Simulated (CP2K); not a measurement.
Crystal: SrVO3.

```
Sr V O
1.0
     3.84090    0.00000    0.00000
     0.00000    3.84090    0.00000
     0.00000    0.00000    3.84090
Sr V O
1 1 3
Direct
  0.50000 0.50000 0.50000
  0.00000 0.00000 0.00000
  0.00000 0.00000 0.50000
  0.00000 0.50000 0.00000
  0.50000 0.00000 0.00000
```

Program: CP2K 2026.2. Alike in all runs: task band structure; spin collinear, ferromagnetic start; cell as given; k mesh 7 × 7 × 7.

Q: Order these runs on this cell by their pressure, lowest first.
A. level PBE; potentials or basis POTENTIAL_UZH Sr GTH-PBE-q10, V GTH-PBE-q13, O GTH-PBE-q6; TZVP-MOLOPT-PBE-GTH basis; smearing fermi-dirac 0.01 eV; EPS_DEFAULT 1.0E-9; NGRIDS 4; points a segment of the path (NPOINTS) 6; bands added on the path 6; CUTOFF of the grids 600 Ry
B. level LDA; potentials or basis GTH_POTENTIALS Sr GTH-PADE-q10, V GTH-PADE-q13, O GTH-PADE-q6; TZVP-MOLOPT-PBE-GTH basis; smearing fermi-dirac 0.05 eV; EPS_DEFAULT 1.0E-9; NGRIDS 5; points a segment of the path (NPOINTS) 8; bands added on the path 4; CUTOFF of the grids 600 Ry
C. level r2SCAN; potentials or basis POTENTIAL_UZH Sr GTH-SCAN-q10, V GTH-SCAN-q13, O GTH-SCAN-q6; TZVP-MOLOPT-SCAN-GTH basis; smearing fermi-dirac 0.01 eV; EPS_DEFAULT 1.0E-9; NGRIDS 5; points a segment of the path (NPOINTS) 8; bands added on the path 4; CUTOFF of the grids 1300 Ry
D. level PBEsol; potentials or basis POTENTIAL_UZH Sr GTH-PBE-q10, V GTH-PBE-q13, O GTH-PBE-q6; TZVP-MOLOPT-PBE-GTH basis; smearing fermi-dirac 0.1 eV; EPS_DEFAULT 1.0E-10; NGRIDS 5; points a segment of the path (NPOINTS) 6; bands added on the path 2; CUTOFF of the grids 600 Ry

A: B (-9.4 GPa), D (-2.2 GPa), C (2.1 GPa), A (5.8 GPa).

Caveats: the basis of atomic orbitals isn't converged, which shifts pressures, moduli and gaps; the potentials were made for another functional, which shifts forces and pressure (some runs).

Not every run made on this cell is shown here.
